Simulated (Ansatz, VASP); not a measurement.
# Cross-check of Al36SeN35 (Se_N) between VASP and Ansatz, part 2 of 2

One calculation is typed for both programs; each brings its own data sets. How far apart do they land? The structure shown is the start of the Ansatz relaxation below; VASP solves that cell, so the two are compared at the walk's first step.

VASP 6.6.1 and Ansatz 0.2.0.

So far: The structure; Ansatz: relaxation, r2SCAN.

## (3) VASP: single point, r2SCAN, start cell

Level of this step: r2SCAN, spin-polarised from a ferromagnetic start; plane waves and PAW (Al, N, Se) (VASP).

The same cell, functional and mesh now go to VASP, with its own data sets.

Lines of VASP's logs that name or quote its potential files are left out, and so is its time.

Input file INCAR:

```
SYSTEM = Al36SeN35
PREC = Accurate
ENCUT = 580
EDIFF = 1E-06
NELM = 200
ISMEAR = 0
SIGMA = 0.01
LREAL = Auto
ALGO = Normal
METAGGA = R2SCAN
LASPH = .TRUE.
NBANDS = 200
ISPIN = 2
MAGMOM = -0 0 0 0 0 0.01 -0 -0 0 0 -0 0 0 0 0 0 0 0.04 0 0 0 0.01 -0 -0 -0 0 -0 0 0 0 0 0 -0 0 0 0 0 0.01 0 -0 0.05 -0 -0 0.03 0.04 0 -0 -0 0 0 0 0 -0 0 0.03 0.05 -0 -0 0.03 0 -0 0 0 0 0 0 0 0 0.01 0 -0 -0
LORBIT = 11
LWAVE = .FALSE.
LCHARG = .FALSE.
ISIF = 2
ISYM = 0
NUPDOWN = 1
GGA_COMPAT = .FALSE.
LMIXTAU = .TRUE.
NCORE = 2
```

Input file POSCAR:

```
Al36SeN35
1.0
    9.3195655359      0.0000000860      0.0000000000
   -4.6597828424      8.0709804634      0.0000000000
    0.0000000000      0.0000000000      9.9564777190
Al N Se
36 35 1
Direct
    0.2226508231      0.1114444503      0.2445931251
    0.1070612524      0.2239836906      0.5009730490
    0.2247118832      0.1148558078      0.7456430085
    0.1127205146      0.2266440860      0.0030735047
    0.2228260750      0.4494154084      0.2471769706
    0.1066374233      0.5538836342      0.5030350232
    0.2234457381      0.4398085210      0.7499299663
    0.1113385556      0.5513656006      0.0025945200
    0.2176909068      0.7739666834      0.2464978147
    0.1127885900      0.8863682700      0.4959299000
    0.2182073763      0.7716917430      0.7498309353
    0.1118026275      0.8845354072      0.9972443348
    0.5519709491      0.1054024299      0.2514283736
    0.4385585221      0.2205278492      0.5006447200
    0.5556879877      0.1161757182      0.7477801096
    0.4488837091      0.2214837428      0.0017469311
    0.5580009485      0.4417142339      0.2468450259
    0.4477799748      0.5610443467      0.5018635245
    0.5590267039      0.4501078857      0.7515469035
    0.4485266832      0.5552097396      0.0026473500
    0.5496769950      0.7752963820      0.2511271627
    0.4476451979      0.8883883432      0.5034252214
    0.5494796374      0.7749675496      0.7486451746
    0.4472922986      0.8946620543      0.9977804682
    0.8861520297      0.1049555166      0.2500688567
    0.7762794140      0.2214096467      0.4947292746
    0.8843226530      0.1118393147      0.7477114106
    0.7821498085      0.2276976064      0.0013845540
    0.8893473596      0.4420139461      0.2539471359
    0.7766387955      0.5543741499      0.4946987418
    0.8911749617      0.4433626050      0.7537787169
    0.7732700108      0.5500811151      0.0012686495
    0.8889593380      0.7762359173      0.2448020343
    0.7740188236      0.8909166570      0.4980021188
    0.8936684481      0.7818732745      0.7468341928
    0.7743379933      0.8886589388      0.9956647601
    0.2267233889      0.1111449823      0.4431552126
    0.1142575507      0.2227869338      0.1946199303
    0.2226033872      0.1164403736      0.9418080635
    0.1052977291      0.2174798959      0.6906414290
    0.2168406795      0.4402301551      0.4424365849
    0.1170781295      0.5571743124      0.1899619578
    0.2269337902      0.4439958685      0.9423326466
    0.1073442547      0.5577141478      0.6916554422
    0.2237185761      0.7779684277      0.4452435013
    0.1111875436      0.8932119243      0.1934197067
    0.2197168171      0.7793625582      0.9366513202
    0.1150085376      0.8949755266      0.6899125568
    0.5599254465      0.1105890364      0.4378981326
    0.4388106120      0.2204339324      0.1922518238
    0.5523969792      0.1087020290      0.9361486324
    0.4472166659      0.2191737385      0.6921127325
    0.4393577702      0.5557627085      0.1891378712
    0.5585290163      0.4501299400      0.9423889918
    0.4439558385      0.5605032725      0.6915996996
    0.5600054499      0.7766742814      0.4419795960
    0.4442120306      0.8856850781      0.1862958018
    0.5586386243      0.7765321674      0.9369102471
    0.4466130843      0.8859554293      0.6875724722
    0.8898336068      0.1104011994      0.4452364707
    0.7749958261      0.2160940596      0.1910849453
    0.8890121059      0.1163486800      0.9417161635
    0.7835667127      0.2240077201      0.6889423342
    0.8877941937      0.4387833597      0.4416311796
    0.7795415897      0.5608587400      0.1928575601
    0.8871496010      0.4475015074      0.9435162981
    0.7759289499      0.5559608221      0.6950269157
    0.8946983776      0.7788378316      0.4401533478
    0.7761674373      0.8884268728      0.1952369156
    0.8896428351      0.7830995196      0.9422483799
    0.7717888176      0.8872257796      0.6907089228
    0.5557239085      0.4445742334      0.4353784664
```

Input file KPOINTS:

```
Points of the shifted mesh
1
Reciprocal
 0.2500000000  0.2500000000  0.2500000000 1
```

PAW data sets: Al, N and Se (PBE family, release 64).

Run with:

```bash
> mpirun -np 8 vasp_std
```

Numbers of over 12 decimals in the logs are rounded to 6 here.

Log:

```text
[banner, memory and clock lines left out]
running    8 mpi-ranks, on    1 nodes
[...]
|                                                                             |
|               ----> ADVICE to this user running VASP <----                  |
|                                                                             |
|     You enforced a specific xc type in the INCAR file but a different       |
|     [... a line on the potential file left out ...]
|     I HOPE YOU KNOW WHAT YOU ARE DOING!                                     |
|                                                                             |

 LDA part: xc-table for (None), standard interpolation
 POSCAR, INCAR and KPOINTS ok, starting setup
[...]
entering main loop
       N       E                     dE             d eps       ncg     rms          rms(c)
DAV:   1     0.116172708907E+04    0.11617E+04   -0.14799E+05   800   0.148E+03
DAV:   2    -0.690068903601E+03   -0.18518E+04   -0.17662E+04  1000   0.296E+02
DAV:   3    -0.833221905696E+03   -0.14315E+03   -0.14187E+03   984   0.884E+01
DAV:   4    -0.835474960442E+03   -0.22531E+01   -0.22431E+01   960   0.116E+01
[...]
DAV:  23    -0.681255240299E+03   -0.20829E-05   -0.27113E-05   936   0.857E-03    0.351E-03
DAV:  24    -0.681255242227E+03   -0.19288E-05   -0.15868E-05   904   0.631E-03    0.351E-03
DAV:  25    -0.681255242099E+03    0.12879E-06   -0.15777E-06   552   0.262E-03
   1 F= -.68125524E+03 E0= -.68125524E+03  d E =-.254585E-15  mag=     1.0000
```

From OUTCAR (step 3):

```text
  FREE ENERGIE OF THE ION-ELECTRON SYSTEM (eV)
  ---------------------------------------------------
  free  energy   TOTEN  =      -681.2552420987 eV

  energy  without entropy=     -681.2552420987  energy(sigma->0) =     -681.25524210

 magnetization (x)
# of ion       s       p       d       tot
------------------------------------------
    1        0.000  -0.000   0.000   0.000
    2       -0.000   0.001   0.000   0.001
    3        0.000   0.000   0.000   0.000
    4       -0.000  -0.000   0.000  -0.000
    5        0.001   0.001   0.000   0.001
    6        0.001   0.002   0.000   0.003
    7        0.001   0.000   0.000   0.002
    8        0.001   0.001   0.000   0.001
    9        0.000   0.000   0.000   0.000
   10        0.000   0.001   0.000   0.002
   11        0.000   0.000   0.000   0.000
   12        0.001   0.001   0.000   0.001
   13        0.000   0.000   0.000   0.001
[...]
--------------------------------------------------
tot          0.053   0.136   0.105   0.294
```

The run ends at a pressure of 8.04 GPa, with forces up to 14 eV/Å.

## (4) Side by side

Known differences besides the potentials themselves: VASP starts from the moments at which Ansatz ended; VASP keeps PBE cores, Ansatz makes them for the functional; fixed occupations in Ansatz, narrow Gaussian smearing in VASP; the data sets hold 299 valence electrons in Ansatz (on its PAW soft_1 files) and 289 in VASP; the cutoff is 500 eV in Ansatz and 580 eV in VASP (PREC = Accurate, projectors in real space). Total energies have different zeros and are not compared.

Forces on 9 of the 72 atoms, those with the largest forces and the largest differences (eV/Å; atoms numbered as in POSCAR):

```tsv
atom	Ansatz x, y, z	VASP x, y, z
Al14	0.133, -10.520, 4.405	0.157, -10.516, 4.420
Al17	-0.543, 0.331, -13.342	-0.554, 0.338, -13.347
Al18	-9.679, 3.646, 4.331	-9.692, 3.636, 4.341
Al30	11.335, 6.891, 5.047	11.349, 6.884, 5.055
Al34	1.853, -0.318, 0.875	1.864, -0.321, 0.868
N37	-1.317, -0.402, -1.113	-1.345, -0.419, -1.124
N56	-1.426, 0.068, -0.817	-1.438, 0.083, -0.826
N65	0.805, -1.524, -1.144	0.815, -1.525, -1.158
Se72	-2.238, -1.017, 1.950	-2.235, -1.019, 1.953
```

The forces differ by 7.3 meV/Å r.m.s., which is 0.4 % of the r.m.s. force of 1.888 eV/Å (both taken over all components). Moments aren't recorded for both runs of this pair, so they may hold unlike magnetic states.

## (5) Summary of results

| Quantity | Value |
| --- | --- |
| r.m.s. force difference (single point, r2SCAN, start cell) | 0.39 % of the r.m.s. force |

In words: The r.m.s. force difference is 0.39 % of the r.m.s. force (single point, r2SCAN, start cell), within the 3 % picked in this series as the mark of a large difference. The data sets hold unlike numbers of valence electrons (299 in Ansatz and 289 in VASP), so part of the differences comes from the potentials. 1 further run of this series is not shown here. How closely two codes agree says nothing of how well the functional describes the real material.

[Lines on the potential files, build, host, timing and source positions are cut from VASP's logs without a mark.]

[Logs are printed without paths, hosts, clocks, repeated set-up lines and the standing remarks that a program may print on its own settings, such as how far it seeks lower states.]

[Hosts, paths, dates, database ids (printed as entryN), source tags and the programs' standing remarks are cut or masked in the printed files.]
